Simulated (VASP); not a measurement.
# Na2S (Fm-3m) in VASP: a series of runs

The runs below take Na2S through density of states, electric field gradients, with PBE.

Everything below comes from runs of VASP 6.6.1. Logs are shortened: lines on timing, memory, paths and dates and some standing lists are left out, and cuts for length are marked.

## Step 1: The crystal as given

Symmetry: Fm-3m, No. 225, cubic system. The conventional cell has a = 6.526 Å, b = 6.526 Å, c = 6.526 Å, α = 90.00°, β = 90.00°, γ = 90.00°. Na (site symmetry -43m) has 4 S at 2.83 Å as nearest neighbours. S (site symmetry m-3m) is surrounded by 8 Na at 2.83 Å.

## Step 2: Density of states, PBE

The input, POSCAR:

```
Na2S
1.0
    0.0000000000      3.2630000000      3.2630000000
    3.2630000000      0.0000000000      3.2630000000
    3.2630000000      3.2630000000      0.0000000000
Na S
2 1
Direct
    0.2500000000      0.2500000000      0.2500000000
    0.7500000000      0.7500000000      0.7500000000
    0.0000000000      0.0000000000      0.0000000000
```

The input, INCAR.step1:

```
SYSTEM = Na2S
ALGO = Normal ; EDIFF = 1E-7
ENCUT = 520 ; GGA = PE
ISIF = 2 ; ISMEAR = -1
LASPH = .TRUE. ; LCHARG = .TRUE.
LREAL = .FALSE. ; LWAVE = .FALSE.
NBANDS = 17 ; NELM = 60
PREC = Accurate ; SIGMA = 0.02
```

The input, KPOINTS.step1:

```
k-points
0
G
  8 8 8
  0 0 0
```

The input, INCAR.step2:

```
SYSTEM = Na2S
ALGO = Normal ; EDIFF = 1E-7
ENCUT = 520 ; GGA = PE
ICHARG = 11 ; ISIF = 2
ISMEAR = -5 ; LASPH = .TRUE.
LCHARG = .FALSE. ; LORBIT = 11
LREAL = .FALSE. ; LWAVE = .FALSE.
NBANDS = 17 ; NEDOS = 2001
NELM = 60 ; PREC = Accurate
SIGMA = 0.02
```

The input, KPOINTS.step2:

```
k-points
0
G
  12 12 12
  0 0 0
```

Potentials or basis: VASP PAW PBE potentials, release 64 (Na_pv, S).

Started as:

```
$ cat potpaw_PBE.64/Na_pv/POTCAR potpaw_PBE.64/S/POTCAR > POTCAR
$ cp INCAR.step1 INCAR
$ cp KPOINTS.step1 KPOINTS
$ mpirun -np 1 vasp_std > vasp.out
$ cp INCAR.step2 INCAR
$ cp KPOINTS.step2 KPOINTS
$ mpirun -np 1 vasp_std > vasp.out
```

OUTCAR:

```text
SYSTEM = Na2S
   EDIFF = 1E-7
   ENCUT = 520
   GGA = PE
   ICHARG = 11
   ISIF = 2
   ISMEAR = -5
   LASPH = .TRUE.
   LORBIT = 11
   LREAL = .FALSE.
   NELM = 60
   PREC = Accurate

 ion  position               nearest neighbor table
   1  0.250  0.250  0.250-
   2  0.750  0.750  0.750-
   3  0.000  0.000  0.000-

  LATTYP: Found a face centered cubic cell.
 ALAT       =     6.5260000000

  Lattice vectors:

 A1 = (   0.0000000000,   3.2630000000,   3.2630000000)
 A2 = (   3.2630000000,   0.0000000000,   3.2630000000)
 A3 = (   3.2630000000,   3.2630000000,   0.0000000000)

Analysis of symmetry for initial positions (statically):
=====================================================================
 Subroutine PRICEL returns:
 Original cell was already a primitive cell.

 Routine SETGRP: Setting up the symmetry group for a
 face centered cubic supercell.

 Subroutine GETGRP returns: Found 48 space group operations
 (whereof 48 operations were pure point group operations)
 out of a pool of 48 trial point group operations.

The static configuration has the point symmetry O_h .

Analysis of symmetry for dynamics (positions and initial velocities):
=====================================================================
 Subroutine PRICEL returns:
 Original cell was already a primitive cell.

 Routine SETGRP: Setting up the symmetry group for a
 face centered cubic supercell.

 Subroutine GETGRP returns: Found 48 space group operations
 (whereof 48 operations were pure point group operations)
 out of a pool of 48 trial point group operations.

The dynamic configuration has the point symmetry O_h .

 Subroutine INISYM returns: Found 48 space group operations
 (whereof 48 operations are pure point group operations),
 and found     1 'primitive' translations

----------------------------------------------------------------------------------------

                                     Primitive cell

  volume of cell :      69.4834

  direct lattice vectors                    reciprocal lattice vectors
     0.000000000  3.263000000  3.263000000    -0.153233221  0.153233221  0.153233221
     3.263000000  0.000000000  3.263000000     0.153233221 -0.153233221  0.153233221
     3.263000000  3.263000000  0.000000000     0.153233221  0.153233221 -0.153233221

[... 93 lines left out ...]
   ISIF   =      2    stress and relaxation
   ISYM   =      2    0-nonsym 1-usesym 2-fastsym
   POTIM  = 0.5000    time-step for ionic-motion
   TEBEG  =    0.0;   TEEND  =   0.0 temperature during run
   PSTRESS=    0.0 pullay stress
   NELECT =      20.0000    total number of electrons
   NUPDOWN=      -1.0000    fix difference up-down
   EMIN   =  10.00;   EMAX   =-10.00  energy-range for DOS
   EFERMI =   0.00;   METHOD = LEGACY
   ISMEAR =    -5;   SIGMA  =   0.02  broadening in eV -4-tet -1-fermi 0-gaus
   EFERMI_NEDOS =   21; number of points for ismear=-14 and -15
   IALGO  =     38    algorithm
   IMIX   =      4    mixing-type and parameters
     AMIX     =   0.40;   BMIX     =  1.00
     AMIX_MAG =   1.60;   BMIX_MAG =  1.00
  volume/ion in A,a.u.               =      23.16       156.30
  Fermi-wavevector in a.u.,A,eV,Ry     =   1.080914  2.042631 15.896704  1.168375
  Thomas-Fermi vector in A             =   2.216917
   LORBIT       =     11    0 simple, 1 ext, 2 COOP (PROOUT), +10 PAW based schemes
   GGA     = PE    functional components
   LHFCALC =     F    Hartree Fock is set to
   AEXX    =    0.0000 exact exchange contribution
   IVDW    =     0    specifies the selected vdW correction
   LEPSILON=     F    determine dielectric tensor
   LRPA    =     F    only Hartree local field effects (RPA)
 non-spin polarized calculation
 Fermi weights with tetrahedron method with Bloechl corrections
  energy-cutoff  :      520.00
  volume of cell :       69.48
 maximum number of plane-waves:      1895
 NGX is ok and might be reduce to    36

 number of electron      19.9999985 magnetization

 Free energy of the ion-electron system (eV)
  ---------------------------------------------------
  ext. energy  EPLUGINS =         0.00000000
  ---------------------------------------------------
  free energy    TOTEN  =        -9.97355099 eV

  energy without entropy =       -9.97355099  energy(sigma->0) =       -9.97355099

 E-fermi :   0.2262     XC(G=0):  -7.8483

 val. band max:        0.2177406167   @ k =   0.0000   0.0000   0.0000
 cond. band min:       2.7258838841   @ k =   0.0000   0.0000   0.0000
 fundamental gap:      2.5081432674
 Fermi energy:         0.2261540022

 k-point     1 :       0.0000    0.0000    0.0000
  band No.  band energies     occupation
      1     -22.0095      2.00000
      2     -22.0095      2.00000
      3     -22.0095      2.00000
      4     -21.9547      2.00000
      5     -21.9547      2.00000
      6     -21.9547      2.00000
[... 457 lines left out ...]
      4     -21.9743      2.00000
      5     -21.9716      2.00000
      6     -21.9563      2.00000
[... 9 lines left out ...]
     16      10.6444      0.00000
     17      11.9085      0.00000

 [... further k-points ...]

------------------------ aborting loop because EDIFF is reached ----------------------------------------

  FORCE on cell =-STRESS in cart. coord.  units (eV):
  Direction    XX          YY          ZZ          XY          YZ          ZX
  --------------------------------------------------------------------------------------
  -------------------------------------------------------------------------------------
  Total        0.2537492      0.2537492      0.2537492     -0.0000000     -0.0000000      0.0000000
  in kB        5.8510527      5.8510527      5.8510527     -0.0000000     -0.0000000      0.0000000
  external PRESSURE =       5.8510527 kB  Pullay stress =       0.0000000 kB

 VOLUME and BASIS-vectors are now :
 -----------------------------------------------------------------------------
  energy-cutoff  :      520.00
  volume of cell :       69.48
      direct lattice vectors                 reciprocal lattice vectors
     0.000000000  3.263000000  3.263000000    -0.153233221  0.153233221  0.153233221
     3.263000000  0.000000000  3.263000000     0.153233221 -0.153233221  0.153233221
     3.263000000  3.263000000  0.000000000     0.153233221  0.153233221 -0.153233221

 POSITION                                       TOTAL-FORCE (eV/Angst)
 -----------------------------------------------------------------------------------
      1.63150      1.63150      1.63150         0.000000     -0.000000     -0.000000
      4.89450      4.89450      4.89450        -0.000000      0.000000      0.000000
      0.00000      0.00000      0.00000        -0.000000     -0.000000     -0.000000
 -----------------------------------------------------------------------------------
    total drift:                                0.000000      0.000000      0.000000

  FREE ENERGIE OF THE ION-ELECTRON SYSTEM (eV)
  ---------------------------------------------------
  free  energy   TOTEN  =        -9.9735509862 eV

  energy  without entropy=       -9.9735509862  energy(sigma->0) =       -9.97355099

 total charge

# of ion       s       p       d       tot
------------------------------------------
    1        0.067   5.988   0.000   6.055
    2        0.067   5.988   0.000   6.055
    3        1.310   2.434   0.000   3.745
--------------------------------------------------
tot          1.444  14.411   0.000  15.855
```

OUTCAR.step1:

```text
SYSTEM = Na2S
   EDIFF = 1E-7
   ENCUT = 520
   GGA = PE
   ISIF = 2
   ISMEAR = -1
   LASPH = .TRUE.
[... 705 lines left out ...]
      1.63150      1.63150      1.63150        -0.000000     -0.000000      0.000000
      4.89450      4.89450      4.89450         0.000000     -0.000000     -0.000000
      0.00000      0.00000      0.00000        -0.000000      0.000000      0.000000
 -----------------------------------------------------------------------------------
    total drift:                                0.000000      0.000000      0.000000

  FREE ENERGIE OF THE ION-ELECTRON SYSTEM (eV)
  ---------------------------------------------------
  free  energy   TOTEN  =        -9.9735496130 eV

  energy  without entropy=       -9.9735496130  energy(sigma->0) =       -9.97354961
```

OSZICAR.step1:

```text
N       E                     dE             d eps       ncg     rms          rms(c)
DAV:   1     0.144788945969E+03    0.14479E+03   -0.10279E+04   986   0.120E+03
DAV:   2     0.425513972212E+00   -0.14436E+03   -0.13990E+03  1074   0.319E+02
DAV:   3    -0.106198002340E+02   -0.11045E+02   -0.10985E+02  1244   0.865E+01
DAV:   4    -0.108186214764E+02   -0.19882E+00   -0.19861E+00  1193   0.124E+01
DAV:   5    -0.108223434794E+02   -0.37220E-02   -0.37216E-02  1282   0.173E+00    0.371E+00
DAV:   6    -0.100155144099E+02    0.80683E+00   -0.15961E+00  1332   0.551E+00    0.297E+00
DAV:   7    -0.996256567272E+01    0.52949E-01   -0.23868E-01  1196   0.205E+00    0.194E+00
DAV:   8    -0.997200512100E+01   -0.94394E-02   -0.18868E-02  1027   0.110E+00    0.569E-01
DAV:   9    -0.997194161873E+01    0.63502E-04   -0.30580E-04  1303   0.130E-01    0.544E-01
DAV:  10    -0.997378750259E+01   -0.18459E-02   -0.89853E-03  1038   0.457E-01    0.714E-01
DAV:  11    -0.997358851790E+01    0.19898E-03   -0.73374E-04  1051   0.137E-01    0.301E-01
DAV:  12    -0.997356734477E+01    0.21173E-04   -0.71538E-05  1192   0.369E-02    0.205E-01
DAV:  13    -0.997354934156E+01    0.18003E-04   -0.26407E-04  1036   0.777E-02    0.177E-02
DAV:  14    -0.997354998761E+01   -0.64605E-06   -0.12576E-05  1171   0.193E-02    0.224E-02
DAV:  15    -0.997354962711E+01    0.36050E-06   -0.14067E-06  1133   0.484E-03    0.492E-03
DAV:  16    -0.997354980381E+01   -0.17669E-06   -0.14714E-06  1292   0.564E-03    0.805E-03
DAV:  17    -0.997354964339E+01    0.16042E-06   -0.14723E-07   866   0.156E-03    0.247E-03
DAV:  18    -0.997354961301E+01    0.30376E-07   -0.18691E-08   615   0.645E-04
   1 F= -.99735496E+01 E0= -.99735496E+01  d E =-.129371E-12
```

Run time: 49 s. Hardware: 1 thread of Intel Xeon Platinum 8488C (Sapphire Rapids), shared host; peak memory 0.22 GiB.

Results:

* Valence electrons inside the program's atomic spheres: Na 6.05; S 3.75

States per cell in windows of 1 eV (zero at the valence-band top; states under -8 eV left out):
| from (eV) | total | S3_p | Na1_s | Na2_s | Na1_p | Na2_p | S3_s |
| --- | --- | --- | --- | --- | --- | --- | --- |
| -8.0 | 0.00 | 0.00 | 0.00 | 0.00 | 0.00 | 0.00 | 0.00 |
| -7.0 | 0.00 | 0.00 | 0.00 | 0.00 | 0.00 | 0.00 | 0.00 |
| -6.0 | 0.00 | 0.00 | 0.00 | 0.00 | 0.00 | 0.00 | 0.00 |
| -5.0 | 0.00 | 0.00 | 0.00 | 0.00 | 0.00 | 0.00 | 0.00 |
| -4.0 | 0.00 | 0.00 | 0.00 | 0.00 | 0.00 | 0.00 | 0.00 |
| -3.0 | 0.00 | 0.00 | 0.00 | 0.00 | 0.00 | 0.00 | 0.00 |
| -2.0 | 1.82 | 0.61 | 0.04 | 0.04 | 0.01 | 0.01 | 0.01 |
| -1.0 | 4.24 | 1.84 | 0.02 | 0.02 | 0.04 | 0.04 | 0.00 |
| 0.0 | 0.00 | 0.00 | 0.00 | 0.00 | 0.00 | 0.00 | 0.00 |
| 1.0 | 0.00 | 0.00 | 0.00 | 0.00 | 0.00 | 0.00 | 0.00 |
| 2.0 | 0.02 | 0.00 | 0.00 | 0.00 | 0.00 | 0.00 | 0.00 |
| 3.0 | 0.20 | 0.02 | 0.01 | 0.01 | 0.00 | 0.00 | 0.02 |
| 4.0 | 1.29 | 0.10 | 0.03 | 0.03 | 0.03 | 0.03 | 0.05 |
| 5.0 | 0.73 | 0.06 | 0.03 | 0.03 | 0.01 | 0.01 | 0.02 |
| 6.0 | 1.70 | 0.11 | 0.12 | 0.12 | 0.03 | 0.03 | 0.02 |
| 7.0 | 3.02 | 0.23 | 0.12 | 0.12 | 0.09 | 0.09 | 0.01 |

## Step 3: Electric field gradients, PBE

The input, INCAR:

```
  PREC = Accurate
  ENCUT = 520
  EDIFF = 1E-8
  ISMEAR = -1
  SIGMA = 0.02
  LREAL = F
  LASPH = T
  NELM = 100
  ALGO = Normal
  ISIF = 2
  LWAVE = F
  LCHARG = F
  GGA = PE
  LEFG = T
  NBANDS = 17
```

The input, KPOINTS:

```
regular mesh
0
Gamma
  8 8 8
```

POSCAR is that of step 2.

Potentials or basis: VASP PAW PBE potentials, release 64 (Na_pv, S).

Started as:

```
$ cat potpaw_PBE.64/Na_pv/POTCAR potpaw_PBE.64/S/POTCAR > POTCAR
$ mpirun -np 1 vasp_std > vasp.out
```

OUTCAR:

```text
PREC = Accurate
   ENCUT = 520
   EDIFF = 1E-8
   ISMEAR = -1
   LREAL = F
   LASPH = T
   NELM = 100
   ISIF = 2
   GGA = PE

 ion  position               nearest neighbor table
   1  0.250  0.250  0.250-
   2  0.750  0.750  0.750-
   3  0.000  0.000  0.000-

  LATTYP: Found a face centered cubic cell.
 ALAT       =     6.5260000000

  Lattice vectors:

 A1 = (   0.0000000000,   3.2630000000,   3.2630000000)
 A2 = (   3.2630000000,   0.0000000000,   3.2630000000)
 A3 = (   3.2630000000,   3.2630000000,   0.0000000000)

Analysis of symmetry for initial positions (statically):
=====================================================================
 Subroutine PRICEL returns:
 Original cell was already a primitive cell.

 Routine SETGRP: Setting up the symmetry group for a
 face centered cubic supercell.

 Subroutine GETGRP returns: Found 48 space group operations
 (whereof 48 operations were pure point group operations)
 out of a pool of 48 trial point group operations.

The static configuration has the point symmetry O_h .

Analysis of symmetry for dynamics (positions and initial velocities):
=====================================================================
 Subroutine PRICEL returns:
 Original cell was already a primitive cell.

 Routine SETGRP: Setting up the symmetry group for a
 face centered cubic supercell.

 Subroutine GETGRP returns: Found 48 space group operations
 (whereof 48 operations were pure point group operations)
[... 164 lines left out ...]
      3     -22.0095      2.00000
      4     -21.9547      2.00000
      5     -21.9547      2.00000
      6     -21.9547      2.00000
[... 457 lines left out ...]
      4     -21.9843      2.00000
      5     -21.9561      2.00000
      6     -21.9551      2.00000
[... 9 lines left out ...]
     16      10.9001      0.00000
     17      12.1741      0.00000

 [... further k-points ...]

------------------------ aborting loop because EDIFF is reached ----------------------------------------

  FORCE on cell =-STRESS in cart. coord.  units (eV):
  Direction    XX          YY          ZZ          XY          YZ          ZX
  --------------------------------------------------------------------------------------
  -------------------------------------------------------------------------------------
  Total        0.2539344      0.2539344      0.2539344      0.0000000      0.0000000     -0.0000000
  in kB        5.8553245      5.8553245      5.8553245      0.0000000      0.0000000     -0.0000000
  external PRESSURE =       5.8553245 kB  Pullay stress =       0.0000000 kB

 VOLUME and BASIS-vectors are now :
 -----------------------------------------------------------------------------
  energy-cutoff  :      520.00
  volume of cell :       69.48
      direct lattice vectors                 reciprocal lattice vectors
     0.000000000  3.263000000  3.263000000    -0.153233221  0.153233221  0.153233221
     3.263000000  0.000000000  3.263000000     0.153233221 -0.153233221  0.153233221
     3.263000000  3.263000000  0.000000000     0.153233221  0.153233221 -0.153233221

 POSITION                                       TOTAL-FORCE (eV/Angst)
 -----------------------------------------------------------------------------------
      1.63150      1.63150      1.63150        -0.000000      0.000000     -0.000000
      4.89450      4.89450      4.89450        -0.000000     -0.000000      0.000000
      0.00000      0.00000      0.00000         0.000000      0.000000      0.000000
 -----------------------------------------------------------------------------------
    total drift:                                0.000000      0.000000      0.000000

  FREE ENERGIE OF THE ION-ELECTRON SYSTEM (eV)
  ---------------------------------------------------
  free  energy   TOTEN  =        -9.9735496115 eV

  energy  without entropy=       -9.9735496115  energy(sigma->0) =       -9.97354961

 Electric field gradients (V/A^2)
---------------------------------------------------------------------
 ion       V_xx      V_yy      V_zz      V_xy      V_xz      V_yz
---------------------------------------------------------------------
   1       0.000    -0.000    -0.000     0.003     0.003     0.003
   2       0.000    -0.000    -0.000     0.003     0.003     0.003
   3       0.000    -0.000     0.000    -0.000    -0.000    -0.000
---------------------------------------------------------------------

 Electric field gradients after diagonalization (V/A^2)
 (convention: |V_zz| > |V_xx| > |V_yy|)
----------------------------------------------------------------------
 ion       V_xx      V_yy      V_zz     asymmetry (V_yy - V_xx)/ V_zz
----------------------------------------------------------------------
   1      -0.003    -0.003     0.006       0.000
   2      -0.003    -0.003     0.006       0.000
   3       0.000     0.000    -0.000       0.000
----------------------------------------------------------------------

           NMR quadrupolar parameters

 Cq : quadrupolar parameter    Cq=e*Q*V_zz/h
 eta: asymmetry parameters     (V_yy - V_xx)/ V_zz
 Q  : nuclear electric quadrupole moment in mb (millibarn)
----------------------------------------------------------------------
 ion       Cq(MHz)       eta       Q (mb)
----------------------------------------------------------------------
   1       0.000       0.000       1.000
   2       0.000       0.000       1.000
   3      -0.000       0.000       1.000
----------------------------------------------------------------------
```

OSZICAR:

```text
N       E                     dE             d eps       ncg     rms          rms(c)
DAV:   1     0.144788945969E+03    0.14479E+03   -0.10279E+04   986   0.120E+03
DAV:   2     0.425513972212E+00   -0.14436E+03   -0.13990E+03  1074   0.319E+02
DAV:   3    -0.106198002340E+02   -0.11045E+02   -0.10985E+02  1244   0.865E+01
[... 11 lines left out ...]
DAV:  15    -0.997354962711E+01    0.36050E-06   -0.14067E-06  1133   0.484E-03    0.492E-03
DAV:  16    -0.997354980381E+01   -0.17669E-06   -0.14714E-06  1292   0.564E-03    0.805E-03
DAV:  17    -0.997354964388E+01    0.15993E-06   -0.15229E-07  1082   0.156E-03    0.237E-03
DAV:  18    -0.997354961255E+01    0.31333E-07   -0.17411E-08  1127   0.526E-04    0.406E-04
DAV:  19    -0.997354961154E+01    0.10050E-08   -0.12874E-09   602   0.139E-04
   1 F= -.99735496E+01 E0= -.99735496E+01  d E =-.134620E-12
```

stdout:

```text
POSCAR found type information on POSCAR NaS
 POSCAR found :  2 types and       3 ions
 scaLAPACK will be used
 LDA part: xc-table for (Slater+PW92), standard interpolation
 POSCAR, INCAR and KPOINTS ok, starting setup
 FFT: planning ... GRIDC
 FFT: planning ... GRID_SOFT
 FFT: planning ... GRID
 WAVECAR not read
 entering main loop
ion   1

ion   2

ion   3
```

It took 24 s on 1 thread of Intel Xeon Platinum 8488C (Sapphire Rapids), shared host; peak memory 0.2 GiB.

Results:

```
Free energy            : -9.9735 eV
Pressure               : 0.6 GPa
Band gap on the k mesh : 2.51 eV, direct
```

Electric field gradients, principal values (V/Å²):
| atom | Vxx | Vyy | Vzz |
| --- | --- | --- | --- |
| 1 Na | -0.003 | -0.003 | 0.006 |
| 2 Na | -0.003 | -0.003 | 0.006 |
| 3 S | 0.000 | 0.000 | 0.000 |

A k mesh can miss the band edges. As with any semilocal functional, this PBE gap is likely too small.
